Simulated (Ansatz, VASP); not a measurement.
# C: VASP beside Ansatz

Contents of INCAR:

```
  AGGAC = 1.0
  AGGAX = 1.0
  ALDAC = 0.0
  ALDAX = 1.0
  ALGO = Normal
  EDIFF = 1E-6
  ENCUT = 520
  GGA = B5
  ISIF = 2
  ISMEAR = 1
  ISPIN = 2
  IVDW = 12
  LASPH = True
  LCHARG = True
  LELF = True
  LORBIT = 11
  LREAL = False
  LVHAR = True
  LWAVE = False
  MAGMOM = 0.5 -0.5
  NBANDS = 15
  NELM = 150
  PREC = Accurate
  SIGMA = 0.15
  VDW_A1 = 0.4298
  VDW_A2 = 4.2359
  VDW_S6 = 1.0
  VDW_S8 = 2.6996
```

File KPOINTS:

```
k-points
0
Gamma
  13 13 13
```

File POSCAR:

```
C
1.0
    0.0000000000      1.7833700000      1.7833700000
    1.7833700000      0.0000000000      1.7833700000
    1.7833700000      1.7833700000      0.0000000000
C
2
Direct
    0.7500000000      0.7500000000      0.7500000000
    0.5000000000      0.5000000000      0.5000000000
```

Contents of input.yaml:

```yaml
crystal:
  lattice:
    - [0.0, 1.78337, 1.78337]
    - [1.78337, 0.0, 1.78337]
    - [1.78337, 1.78337, 0.0]
  atoms:
    - { symbol: C, position: [0.75, 0.75, 0.75], spin: 0.5 }
    - { symbol: C, position: [0.5, 0.5, 0.5], spin: -0.5 }
hamiltonian:
  xc: blyp
  pseudopotentials: { kind: paw, accuracy: stringent }
  dispersion: d3bj
magnetization:
  spin_polarized: true
kpoints:
  mp_grid: { grid: [13, 13, 13] }
scf:
  occupations: { method: cold, width: 0.15 }
  n_extra_bands: 6
output:
  forces: true
  stress: true
  eigenvalues: true
  dos: { projected: false, de: 0.05, nscf_kmesh: { grid: [20, 20, 20] } }
```

This isn't the form of C at room conditions, which is graphite.

Alike in both runs: functional BLYP; dispersion D3(BJ); k mesh 13 × 13 × 13; collinear spin.

|  | VASP | Ansatz |
| --- | --- | --- |
| version | VASP 6.6.1 | Ansatz 0.2.0 |
| potentials or method | VASP PAW PBE potentials, release 64 (C) | SSSP precision PAW |
| plane-wave cutoff (eV) | 520 | 612 |
| occupations | methfessel-paxton of order 1, width 0.15 eV | cold, width 0.15 eV |
| valence electrons in the cell | 8 | 8 |
| task | single point | density of states |

|  | VASP | Ansatz | Ansatz less VASP |
| --- | --- | --- | --- |
| gap on the k mesh at the Fermi level (eV) | 4.47 | 4.47 | +0.003 |
| least direct gap on the mesh (eV) | 5.74 | 5.74 | -0.005 |
| pressure (GPa) | 1.5 | 1.4 | -0.10 |
| net moment per atom (μB) | 0.00 | 0.00 | 0.000 |
| dispersion energy (meV/atom) | -368.9 | -369.0 | -0.03 |

Caveats: the PAW data sets were made with another functional, which shifts forces and pressure a little (VASP); an odd mesh through Γ misses points on the zone boundary, where band edges often lie (VASP); odd divisions of the mesh miss points on the zone boundary, where band edges often lie, so the gap on the mesh can be too wide (Ansatz); the density of states is complete only up to the lowest level of the last band computed (Ansatz); the starting moments weren't kept (Ansatz).
